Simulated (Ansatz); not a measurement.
# C: the cost of one run

Method: DFT PBEsol, scalar-relativistic, plane waves, PAW, in Ansatz 0.2.0.

A COD entry behind a cell of this session may itself be a prediction, so a difference from it is no test against experiment.

11 further runs of the same task are left out: 11 set aside as unsound or not needed.

**1. The starting structure**

It takes space group P6_3/mmc (No. 194, hexagonal). The conventional cell has a = 2.499 Å, b = 2.499 Å, c = 4.161 Å, α = 90.00°, β = 90.00°, γ = 120.00°. Around C (site symmetry 3m) lie 4 C at 1.53 to 1.56 Å.

As a file:

```
C
1.0
     2.49871    0.00000    0.00000
    -1.24935    2.16394    0.00000
     0.00000    0.00000    4.16059
C
4
Direct
  0.33333 0.66667 0.06280
  0.66667 0.33333 0.56280
  0.33333 0.66667 0.43720
  0.66667 0.33333 0.93720
```

It is the result of an earlier relaxation at this level (volume 5.62 Å³/atom; gap on the mesh: 3.06 eV).

**3. Setting up the map**

Atoms count from 1 in the order of the input.

An atom moved over a plane that holds its own site and a neighbouring vacancy.

- path of C12 from its site (0) to the vacancy (1), 1.534 Å: 11 values from −0.125 to 1.125
- shift of C12 across the path, along a normal: 9 values from −0.500 to 0.500 Å

Nothing else is relaxed (all other atoms held at the sites of the perfect crystal). Points are written as (first, second).

(The set-up runs are not shown.)

**4. The run at (0.125, −0.125 Å)**

The input, input.yaml:

```yaml
crystal:
  lattice:
    - [2.4987060507, 0.0, -4.1605867522]
    - [2.4987060507, 0.0, 4.1605867522]
    - [-2.4987060508, -4.327885833, 0.0]
  atoms:
    - { symbol: C, position: [0.3019331363, 0.3647335303, 0.1666666667] }
    - { symbol: C, position: [0.8019331363, 0.8647335303, 0.6666666667] }
    - { symbol: C, position: [0.3019331363, 0.3647335303, 0.6666666667] }
    - { symbol: C, position: [0.8852664697, 0.4480668637, 0.3333333333] }
    - { symbol: C, position: [0.3852664697, 0.9480668637, 0.3333333333] }
    - { symbol: C, position: [0.8852664697, 0.4480668637, 0.8333333333] }
    - { symbol: C, position: [0.3852664697, 0.9480668637, 0.8333333333] }
    - { symbol: C, position: [0.6147335303, 0.0519331363, 0.1666666667] }
    - { symbol: C, position: [0.1147335303, 0.5519331363, 0.1666666667] }
    - { symbol: C, position: [0.6147335303, 0.0519331363, 0.6666666667] }
    - { symbol: C, position: [0.1147335303, 0.5519331363, 0.6666666667] }
    - { symbol: C, position: [0.6798312394, 0.6470832139, 0.2934551753] }
    - { symbol: C, position: [0.1980668637, 0.1352664697, 0.3333333333] }
    - { symbol: C, position: [0.6980668637, 0.6352664697, 0.8333333333] }
    - { symbol: C, position: [0.1980668637, 0.1352664697, 0.8333333333] }
basis:
  ecutwfc: 420
kpoints:
  mp_grid: { grid: [6, 6, 6] }
hamiltonian:
  xc: pbesol
  pseudopotentials: { kind: paw, azcp: { folder: soft_1 } }
scf:
  occupations: { method: gaussian, width: 0.05 }
output:
  forces: true
  stress: true
  eigenvalues: true
```

Command:

```
> ansatz run input.yaml --threads 4 --pin off --max-ram 8192MiB --backend cpu --events-out ev --progress --plain --runs-dir out
```

**Question.** How long does this run take on 4 threads of Arm Neoverse V2, shared host, and how much memory does it need?

About 12 s, with a peak of 0.58 GiB.
